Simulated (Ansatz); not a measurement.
Method: DFT PBE, scalar-relativistic, plane waves, PAW (Ansatz). All cells share a 420 eV cutoff and Γ-centred k meshes spaced at most about 0.3 Å⁻¹ (2π included). No spin polarisation.

Each guess is relaxed in cell and atoms at zero pressure, on a coarse mesh first where it starts far from rest and then on a converged one. The steps can't lower the symmetry of the start, but it can rise. Energies are static (0 K, no zero-point motion).

This guess for MgS isn't its lowest structure:

```xyz
2
Lattice="1.7207 -2.5487 0.0000 1.7207 2.5487 0.0000 0.0000 0.0000 4.5898" Properties=species:S:1:pos:R:3 pbc="T T T"
Mg    1.7207    0.0000    2.2949
S     0.0000    0.0000    0.0000
```

**Question.** Where does the relaxation end?

**Answer.** Cmmm at 20.1 Å³/atom → Cmmm at 24.5 Å³/atom. Conventional cell: a = 3.540 Å, b = 7.943 Å, c = 3.479 Å. Around Mg lie 4 S at 2.48 Å; S has 4 Mg at 2.48 Å.

```
CELL_PARAMETERS angstrom
1.77020 -3.97159 0.00000
1.77020 3.97159 0.00000
0.00000 0.00000 3.47950
ATOMIC_POSITIONS crystal
Mg 0.50000 0.50000 0.50000
S 0.00000 0.00000 0.00000
```

**Question.** Compare it with the lowest MgS structure at this level.

**Answer.** It lies 0.36 eV/atom above the lowest of the 13 forms computed, a structure that the Crystallography Open Database (COD) lists, of the rock salt type. Space group Fm-3m (No. 225), cubic, a = 5.230 Å. Mg has 6 S at 2.62 Å; around S lie 6 Mg at 2.62 Å. That form has 17.9 Å³/atom and a gap of 2.76 eV on its mesh; the guess's end has 2.06 eV. Counting S atoms around Mg (those within 1.25 times the shortest such distance or 1.15 times the sum of covalent radii), the guess's end has Mg 4 and the lowest form has Mg 6. Shaken at random and relaxed again, the guess's end falls into a cell with the rock salt type, space group Fm-3m (No. 225), 0.36 eV/atom lower and the lowest form computed, so it is a saddle point or a shallow minimum.

No dispersion correction is applied, so the spacing and binding between layers, chains or molecules are poorly described (Cmmm), and this can change margins and order among such cells. Kohn–Sham gaps at this level usually fall short of measured ones. Some structure types and database cells were kept out of the candidates from the start, so a known form may be missing.
